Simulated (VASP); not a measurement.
Here is a VASP 6.6.1 calculation.

Contents of INCAR:

```
ALGO = Normal
EDIFF = 1E-7
EDIFFG = -0.005
ENCUT = 600
IBRION = 2
ISIF = 3
ISMEAR = 0
LASPH = True
LCHARG = False
LMIXTAU = True
LREAL = False
LWAVE = False
METAGGA = R2SCAN
NELM = 80
NSW = 90
PREC = Accurate
SIGMA = 0.1
```

KPOINTS

```
k-points
0
Gamma
  12 12 12
```

Contents of POSCAR:

```
Ba
1.0
   -2.5125000000      2.5125000000      2.5125000000
    2.5125000000     -2.5125000000      2.5125000000
    2.5125000000      2.5125000000     -2.5125000000
Ba
1
Direct
    0.0000000000      0.0000000000      0.0000000000
```

Potentials or basis: VASP PAW PBE potentials, release 64 (Ba_sv).

Run with:

```sh
$ cat potpaw_PBE.64/Ba_sv/POTCAR > POTCAR
$ mpirun -np 1 vasp_std > vasp.out
```

**Question.** Predict the relaxed cell.

**Answer.** a = 4.400 Å, b = 4.400 Å, c = 4.400 Å, α = 109.47°, β = 109.47°, γ = 109.47°.

**Question.** What does it give for the band gap on the k mesh?

**Answer.** None (metal or under the smearing width).

Step by step:
| step | energy change (eV) | largest force (eV/Å) | pressure (GPa) | volume (Å³) |
| --- | --- | --- | --- | --- |
| 1 | 0.0000 | 0.0000 | 0.27 | 63.44 |
| 2 | -0.0013 | 0.0000 | 0.14 | 64.44 |
| 3 | -0.0017 | 0.0000 | -0.01 | 65.58 |

Caveat: the PAW data sets were made with another functional, which shifts forces and pressure a little. Zero-point motion and thermal expansion aren't in these numbers.
